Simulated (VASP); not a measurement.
**GaN: relaxation of cell and atoms with LDA**

The system is GaN.

```
Ga N
1.0
     3.18893    0.00000    0.00000
    -1.59447    2.76169    0.00000
     0.00000    0.00000    5.19236
Ga N
2 2
Direct
  0.66667 0.33333 0.49908
  0.33333 0.66667 0.99908
  0.66667 0.33333 0.87592
  0.33333 0.66667 0.37592
```

The cell is a database's computed one.

```yaml
Program: VASP 6.6.1
Task: relaxation of cell and atoms
Functional: LDA
Potentials_or_basis: VASP PAW LDA potentials, release 64 (Ga_d, N)
Cutoff: 600 eV
k_mesh: 12 × 12 × 6
Occupations: gaussian, width 0.02 eV
Spin: no spin polarisation
Further_INCAR_settings: ALGO = Normal; EDIFF = 1e-07; IBRION = 2; EDIFFG = -0.005; NSW = 90; ISIF = 3
```

| Quantity | Value |
| --- | --- |
| Relaxed volume | 11.11 Å³/atom |
| Relaxed cell | a = 3.157 Å, b = 3.157 Å, c = 5.146 Å, α = 90.00°, β = 90.00°, γ = 120.00° |
| Space group after relaxing (to 0.05 Å) | P6_3mc (No. 186) |
| Energy gained by relaxing | 5.8 meV/atom |
| Ionic steps | 8 |
| Pressure after relaxing | 0.0 GPa |
| Band gap on the k mesh | 2.11 eV, direct |

The path:
```
step  energy change (eV)  largest force (eV/Å)  pressure (GPa)  volume (Å³)
   1              0.0000                0.0078           -5.50        45.73
   2             -0.0001                0.0224            6.03        43.18
   3             -0.0230                0.0142           -0.04        44.43
   4             -0.0230                0.0144            0.08        44.40
   5             -0.0230                0.0018           -0.14        44.44
   6             -0.0230                0.0040           -0.03        44.43
   7             -0.0230                0.0031           -0.06        44.43
   8             -0.0230                0.0002            0.01        44.42
```

Final structure:
```
CELL_PARAMETERS angstrom
3.15698 0.00000 0.00000
-1.57849 2.73402 0.00000
0.00000 0.00000 5.14648
ATOMIC_POSITIONS crystal
Ga 0.66667 0.33333 0.49929
Ga 0.33333 0.66667 0.99929
N 0.66667 0.33333 0.87571
N 0.33333 0.66667 0.37571
```

Levels at points of the mesh, in eV from the valence-band top:
```tsv
k point	band 15	band 16	band 17	band 18	band 19	band 20	band 21	band 22
(0.00, 0.00, 0.00)	-1.08	-0.05	0.00	0.00	2.11	4.35	9.19	9.87
(0.50, 0.00, 0.00)	-4.38	-2.87	-2.33	-1.04	4.99	5.64	5.98	8.68
(0.00, 0.00, 0.50)	-0.55	-0.55	-0.55	-0.55	4.37	4.37	8.44	8.44
(0.50, 0.00, 0.50)	-2.03	-2.03	-1.98	-1.98	4.37	4.37	7.78	7.78
```

Wall time 6.4 min on 1 thread of Intel(R) Xeon(R) Platinum 8259CL CPU @ 2.50GHz (Skylake/Cascade Lake), with other jobs on the host, peak memory 0.22 GiB.

Expect the measured gap to be larger: semilocal functionals such as LDA lack the derivative discontinuity.
